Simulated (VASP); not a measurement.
Runs of VASP 6.6.1 on GaN. It takes space group Fm-3m (No. 225, cubic). Conventional cell: a = 4.270 Å, b = 4.270 Å, c = 4.270 Å, α = 90.00°, β = 90.00°, γ = 90.00°. Around Ga (site symmetry m-3m) lie 6 N at 2.14 Å. N (site symmetry m-3m) is surrounded by 6 Ga at 2.14 Å. Measurements of this composition are mostly on another form, of space group No. 186.

```csv
share of exact exchange,gap on the mesh (eV),pressure (GPa)
0.5,3.05,-17.5
0.25,1.63,-9.0
0.1,(c),-3.6
0.05,0.61,(b)
0.15,1.10,-5.4
0.3,1.90,(d)
0.2,1.36,-7.2
0.4,2.46,(a)
```

Alike in all rows: task single point; level HSE(alpha, omega); potentials or basis VASP PAW PBE potentials, release 64 (Ga_d, N); no spin polarisation; cell as given; k mesh 6 × 6 × 6; cutoff (eV) 520; smearing fermi-dirac 0.05 eV; the mesh is coarse, so values aren't converged.

Q: Fill in the values left out.

A: (a) -14.2; (b) -1.6; (c) 0.85; (d) -10.8.

Caveats: all runs use coarse meshes; the PAW data sets were made with another functional, which shifts forces and pressure a little.

A k mesh can miss the band edges, and the runs leave out spin-orbit coupling on Ga.
